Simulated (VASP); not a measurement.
ZnS:

```
Zn S
1.0
     0.00000    2.70200    2.70200
     2.70200    0.00000    2.70200
     2.70200    2.70200    0.00000
Zn S
1 1
Direct
  0.25000 0.25000 0.25000
  0.00000 0.00000 0.00000
```

```yaml
Program: VASP 6.6.1
Task: relaxation of cell and atoms
Functional: PBE
Potentials_or_basis: VASP PAW PBE potentials, release 64 (Zn, S)
Cutoff: 600 eV
k_mesh: 10 × 10 × 10
Occupations: gaussian, width 0.03 eV
Spin: no spin polarisation
```

At the start: pressure 1.8 GPa; volume 19.73 Å³/atom.

Where does the relaxation end?

Over 3 steps the energy falls by 2.6 meV/atom and the volume is 20.20 Å³/atom (+2.4 %); space group F-43m (No. 216, to 0.05 Å).

Step by step:
| step | energy change (eV) | largest force (eV/Å) | pressure (GPa) | volume (Å³) |
| --- | --- | --- | --- | --- |
| 1 | 0.0000 | 0.0000 | 1.79 | 39.45 |
| 2 | -0.0046 | 0.0000 | -0.52 | 40.72 |
| 3 | -0.0051 | 0.0000 | 0.06 | 40.40 |

Final structure:
```xyz
2
Lattice="0.0000 2.7235 2.7235 2.7235 0.0000 2.7235 2.7235 2.7235 0.0000" Properties=species:S:1:pos:R:3 pbc="T T T"
Zn    1.3618    1.3618    1.3618
S     0.0000    0.0000    0.0000
```
